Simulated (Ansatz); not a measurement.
# CdO: levels at named points

An exercise on one series of results from a longer session: the logs are not shown, and one member is left open.

Computed with Ansatz 0.2.0 (DFT PBEsol, scalar-relativistic, plane waves, PAW, unless a step's input says otherwise).

That is the level of the relaxation; later steps name their own.

1 further run of the same task is left out (set aside as unsound or not needed).

### The structure to begin with

It takes space group Fm-3m (No. 225, cubic). Conventional cell: a = 4.691 Å, b = 4.691 Å, c = 4.691 Å, α = 90.00°, β = 90.00°, γ = 90.00°. Cd (site symmetry m-3m) has 6 O at 2.35 Å as nearest neighbours. Around O (site symmetry m-3m) lie 6 Cd at 2.35 Å.

As a file:

```
CELL_PARAMETERS angstrom
0.00000 2.34534 2.34534
2.34534 0.00000 2.34534
2.34534 2.34534 0.00000
ATOMIC_POSITIONS crystal
Cd 0.00000 0.00000 0.00000
O 0.50000 0.50000 0.50000
```

It is the result of an earlier relaxation at this level (volume 12.90 Å³/atom; gap on the mesh: none (metal)).

Set-up of the first run:

input.yaml reads:

```yaml
crystal:
  lattice:
    - [0.0, 2.3453408955, 2.3453408955]
    - [2.3453408955, 0.0, 2.3453408955]
    - [2.3453408955, 2.3453408955, 0.0]
  atoms:
    - { symbol: Cd, position: [0.0, 0.0, 0.0] }
    - { symbol: O, position: [0.5, 0.5, 0.5] }
basis:
  ecutwfc: 250
kpoints:
  mp_grid: { grid: [4, 4, 4] }
  band_path:
    path:
      - [0.0, 0.0, 0.0]
      - [0.5, 0.0, 0.5]
      - [0.625, 0.25, 0.625]
      - [0.375, 0.375, 0.75]
      - [0.5, 0.5, 0.5]
      - [0.5, 0.25, 0.75]
      - [0.0, 0.0, -0.5]
    npoints: 1
hamiltonian:
  xc: pbesol
scf:
  occupations: { method: gaussian, width: 0.1 }
  n_extra_bands: 4
output:
  forces: true
  stress: true
  eigenvalues: true
```

Command:

```sh
ansatz run input.yaml --threads 2 --pin off --max-ram 5120MiB --backend cpu --events-out ev --progress --plain --runs-dir out
```

Steps of the session up to this table: Levels with PBEsol, 250 eV and coarse mesh; Levels with LDA; The run at PBE0; Levels with Hartree-Fock.

One of the session's tables, all rows but one given; the rest of the session is left out.

| level | gap (eV) | least direct gap (eV) |
| --- | --- | --- |
| PBEsol, 250 eV and coarse mesh | 0.00 | 0.89 |
| LDA | 0.00 | 0.92 |
| PBE0 | ? | ? |
| Hartree-Fock | 9.23 | 10.74 |

Q: Estimate the row for PBE0 from the others.

As computed: gap (eV): 1.60; least direct gap (eV): 3.00. In the column «gap (eV)» it lies between LDA (0.00) and Hartree-Fock (9.23).

Gaps are by band count over the mesh and the named points; a gap of 0 means that the bands overlap or touch.

Caveats from the session: The cheap run is there to show what low settings cost; its numbers aren't properties. Spin polarisation is off in the runs that give these values; a magnetic solution could lie lower. Warnings in the runs' records: cutoff below recommended.
